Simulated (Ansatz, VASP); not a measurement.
# Two plane-wave programs on Sr4O

Contents of INCAR:

```
PREC = Accurate ; ENCUT = 520
EDIFF = 1E-6 ; ISMEAR = 0
SIGMA = 0.1 ; LREAL = False
LASPH = True ; NELM = 80
ALGO = Normal ; ISIF = 2
LWAVE = False ; LCHARG = False
GGA = PE ; NBANDS = 31
```

KPOINTS

```
regular mesh
0
Gamma
  4 4 4
```

File POSCAR:

```
Sr4O
1.0
    5.9363154700      0.0000000000      0.0000000000
    0.0000000000      5.9363154700      0.0000000000
    0.0000000000      0.0000000000      5.9363154700
Sr O
4 1
Direct
    0.2500000000      0.2500000000      0.2500000000
    0.7500000000      0.7500000000      0.2500000000
    0.7500000000      0.2500000000      0.7500000000
    0.2500000000      0.7500000000      0.7500000000
    0.0000000000      0.0000000000      0.0000000000
```

Input for Ansatz:

```yaml
crystal:
  lattice:
    - [5.93631547, 0.0, 0.0]
    - [0.0, 5.93631547, 0.0]
    - [0.0, 0.0, 5.93631547]
  atoms:
    - { symbol: Sr, position: [0.25, 0.25, 0.25] }
    - { symbol: Sr, position: [0.75, 0.75, 0.25] }
    - { symbol: Sr, position: [0.75, 0.25, 0.75] }
    - { symbol: Sr, position: [0.25, 0.75, 0.75] }
    - { symbol: O, position: [0.0, 0.0, 0.0] }
basis:
  ecutwfc: 420
kpoints:
  mp_grid: { grid: [4, 4, 4] }
hamiltonian:
  xc: pbe
scf:
  occupations: { method: gaussian, width: 0.1 }
  lower_state_search: "off"
output:
  forces: true
  stress: true
  eigenvalues: true
```

Change from the starting cell: ordered vacancies on the anion sites of cuprite (P-43m, No. 215).

Alike in both runs: task single point; functional PBE; k mesh 4 × 4 × 4; occupations gaussian, width 0.1 eV; no spin polarisation.

|  | VASP | Ansatz |
| --- | --- | --- |
| version | VASP 6.6.1 | Ansatz 0.2.0 |
| potentials or method | VASP PAW PBE potentials, release 64 (Sr_sv, O) | scalar-relativistic, plane waves, PAW |
| plane-wave cutoff (eV) | 520 | 420 |
| valence electrons in the cell | 46 | 46 |

```tsv
	VASP	Ansatz	Ansatz less VASP
gap on the k mesh at the Fermi level (eV)	none	none	-
pressure (GPa)	-0.6	-0.7	-0.06
rms of the force components (eV/Å)	0.687	0.700	+0.0132
```

A gap of «none» marks a metal or a gap that the smearing closes.
